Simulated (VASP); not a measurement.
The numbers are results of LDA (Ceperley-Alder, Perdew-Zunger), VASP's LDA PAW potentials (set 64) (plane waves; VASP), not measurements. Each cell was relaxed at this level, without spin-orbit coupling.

**Question.** Which of these comes out without a gap?
(A) KMgF3, Pm-3m (221)
(B) SrO, Fm-3m (225)
(C) WC, P-6m2 (187)
(D) BaF2, Fm-3m (225)

**Answer.** C, WC, P-6m2 (187). The others have gaps of 6.60 eV (BaF2, Fm-3m (225)), 7.49 eV (KMgF3, Pm-3m (221)), 3.07 eV (SrO, Fm-3m (225)).
